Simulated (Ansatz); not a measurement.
Input of an Ansatz 0.2.0 run:

Contents of input.yaml:

```yaml
crystal:
  lattice:
    - [3.60640121, 0.0, 0.0]
    - [-1.8032006, 3.12323506, 0.0]
    - [0.0, 0.0, 3.57319416]
  atoms:
    - { symbol: Ga, position: [0.33333333, 0.66666667, 0.5] }
    - { symbol: As, position: [0.0, 0.0, 0.0] }
hamiltonian:
  xc: pbe
  pseudopotentials: { kind: paw }
kpoints:
  mp_grid: { grid: [9, 9, 8] }
scf:
  occupations: { method: gaussian, width: 0.013 }
output:
  forces: true
  stress: true
  eigenvalues: true
```

Potentials or basis: Ansatz PAW.

Run with:

```console
$ ansatz run input.yaml --threads 2 --pin off --max-ram 5632MiB --backend cpu --events-out ev --progress --plain --runs-dir out
```

Task: Estimate the pressure.

Result: -0.5 GPa.

Task: What does it give for the band gap on the k mesh?

Result: None (metal or under the smearing width).

Stress tensor (GPa, compression positive):
```
 0.56  0.00  0.00
 0.00  0.56  0.00
 0.00  0.00 -2.76
```
